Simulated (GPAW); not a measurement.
MgB2:

```
CELL_PARAMETERS angstrom
3.08500 0.00000 0.00000
-1.54250 2.67169 0.00000
0.00000 0.00000 3.52300
ATOMIC_POSITIONS crystal
Mg 0.00000 0.00000 0.00000
B 0.66667 0.33333 0.50000
B 0.33333 0.66667 0.50000
```

Base run:

* Program: GPAW 26.7.0
* Functional: LDA
* Potentials or basis: the program's PAW data sets (release 1.2.1) made for this functional
* Cutoff: 800 eV
* Basis: pw
* k mesh: 10 × 10 × 8
* Occupations: fermi-dirac, width 0.05 eV
* Spin: no spin polarisation

Its results: pressure -7.6 GPa.

Question: The run is repeated on the same cell with these changes: functional from LDA to RPBE. What comes out?

Answer: Pressure 2.2 GPa.

RPBE binds less tightly than LDA, so the same cell stands under more pressure.
